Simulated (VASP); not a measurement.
MnS: equation of state with PBEsol

MnS:

```xyz
4
Lattice="3.9536 0.0000 0.0000 -1.9768 3.4239 0.0000 0.0000 0.0000 6.3425" Properties=species:S:1:pos:R:3 pbc="T T T"
Mn    1.9768    1.1413    3.1639
Mn    0.0000    2.2826    6.3352
S     0.0000    2.2826    3.9714
S     1.9768    1.1413    0.8001
```

The cell is a database's computed one.

```
Program             : VASP 6.6.1
Task                : equation of state
Functional          : PBEsol
Potentials or basis : VASP PAW PBE potentials, release 64 (Mn_pv, S)
Cutoff              : 520 eV
k mesh              : 8 × 8 × 4
Occupations         : fermi-dirac, width 0.05 eV
Spin                : collinear spin, ferromagnetic start
Starting moments    : [4.0, 4.0, 0.0, 0.0] μB
```

```json
{"Equilibrium volume": "21.31 Å³/atom (rough: see the caveat)", "Bulk modulus at fixed shape and positions": "51 GPa (rough)"}
```

Energy against volume, from the lowest point:
| volume (Å³/atom) | energy (meV/atom) |
| --- | --- |
| 20.176 | 9.51 |
| 20.606 | 3.64 |
| 21.035 | 0.42 |
| 21.464 | 0.00 |
| 21.893 | 2.36 |
| 22.323 | 7.34 |
| 22.752 | 14.81 |

All runs of the series together: 18 min on 1 thread of Intel(R) Xeon(R) Platinum 8488C (Sapphire Rapids) (shared host).

Caveat: the fit is doubtful: noisy points or a state that changes with volume; the cell was scaled at fixed shape and fractional positions, which overstates the stiffness of a crystal with free parameters, most of all of layers and chains; the PAW data sets were made with another functional, which shifts forces and pressure a little.
